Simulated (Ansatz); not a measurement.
## Band structure of TiC

```
CELL_PARAMETERS angstrom
0.00000 2.36413 2.36413
2.36413 0.00000 2.36413
2.36413 2.36413 0.00000
ATOMIC_POSITIONS crystal
Ti 0.00000 0.00000 0.00000
C 0.25000 0.25000 0.25000
```

Atom numbers follow the list: Ti1, C2.

The structure comes from a relaxation in the same program, started in the zincblende type, and has space group F-43m. Whether it is a known phase or the ground state wasn't checked.

These are results of Ansatz 0.2.0, DFT, PBE, all-electron LAPW, Dirac equation with spin-orbit coupling, not measurements.

Numerical set-up: a Γ-centred 15×15×15 k mesh, Fermi–Dirac smearing of 0.05 eV, basis error target 0.25 meV/atom, no spin polarisation.

Points in fractions of the reciprocal vectors of this cell: Γ (0, 0, 0), X (-0.5, -0.5, 0), U (-0.375, -0.375, 0.25), K (-0.375, 0, 0.375), L (0, 0, 0.5), W (-0.5, -0.25, 0.25). The path joins them by straight lines in the order Γ–X–U–K–Γ–L–W–X; legs that retrace an earlier one aren't tabulated. Energies are in eV from the top of the valence band.

List the levels at U between -20 and 3.5 eV.

-8.16, -8.14, -2.97 (×2), -0.81, -0.78, -0.51, -0.50, 0.75, 0.77, 2.58, 2.60, 3.47, 3.48.

List the levels at Γ between -20 and 3.5 eV.

-10.30 (×2), -1.95 (×4), -1.94 (×2), 2.33 (×4).

List the levels at K between -20 and 3.5 eV.

-8.16, -8.14, -2.97 (×2), -0.81, -0.78, -0.51, -0.50, 0.75, 0.77, 2.58, 2.60, 3.47, 3.48.

What is the band gap?

0.43 eV, direct at W (-0.5, -0.25, 0.25).

Kohn–Sham gaps of semilocal functionals usually fall short of measured ones.
